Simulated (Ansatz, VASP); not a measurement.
# One calculation of Ru, two programs

File INCAR:

```
PREC = Accurate ; ENCUT = 520
EDIFF = 1E-7 ; ISMEAR = -1
SIGMA = 0.03 ; LREAL = F
LASPH = T ; NELM = 100
ALGO = Normal ; ISIF = 2
LWAVE = F ; LCHARG = T
GGA = PE ; IVDW = 12
LELF = T ; LVHAR = T
NBANDS = 21
```

The input KPOINTS:

```
Automatic mesh
0
Gamma
  21 21 12
```

File POSCAR:

```
Ru
1.0
    2.7057993342      0.0000000000      0.0000000000
   -1.3528996671      2.3432909610      0.0000000000
    0.0000000000      0.0000000000      4.2819000000
Ru
2
Direct
    0.3333333333      0.6666666667      0.2500000000
    0.6666666667      0.3333333333      0.7500000000
```

Input for Ansatz:

```yaml
crystal:
  lattice:
    - [2.7057993342, 0.0, 0.0]
    - [-1.3528996671, 2.343290961, 0.0]
    - [0.0, 0.0, 4.2819]
  atoms:
    - { symbol: Ru, position: [0.3333333333, 0.6666666667, 0.25] }
    - { symbol: Ru, position: [0.6666666667, 0.3333333333, 0.75] }
kpoints:
  mp_grid: { grid: [21, 21, 12] }
scf:
  occupations: { method: fermi_dirac, width: 0.03 }
hamiltonian:
  xc: pbe
  pseudopotentials: { kind: all_electron, lapw: { basis_error: 0.0005 } }
  dispersion: d3bj
output:
  forces: true
  stress: true
  eigenvalues: true
basis:
  ecutwfc: 320
```

Alike in both runs: task single point; functional PBE; dispersion D3(BJ); k mesh 21 × 21 × 12; occupations fermi-dirac, width 0.03 eV; no spin polarisation.

|  | VASP | Ansatz |
| --- | --- | --- |
| version | VASP 6.6.1 | Ansatz 0.2.0 |
| potentials or method | VASP PAW PBE potentials, release 64 (Ru_pv) | all-electron LAPW, scalar-relativistic |
| plane-wave cutoff (eV) | 520 | see its input |

Ansatz gave:

| Item | Value |
| --- | --- |
| gap on the k mesh at the Fermi level (eV) | none |
| pressure (GPa) | -3.3 |
| largest component of the traceless stress (GPa) | 0.75 |
| dispersion energy (meV/atom) | -624.4 |

Task: What did VASP give for the same quantities?

Result: gap on the k mesh at the Fermi level (eV): none; pressure (GPa): -3.3; largest component of the traceless stress (GPa): 0.72; dispersion energy (meV/atom): -624.2.

A gap of «none» marks a metal or a gap that the smearing closes. Ansatz ran all-electron here, so the differences hold the error of VASP's frozen core and of both bases.

Caveats: pairwise dispersion overbinds metals, which lowers pressure and volume.
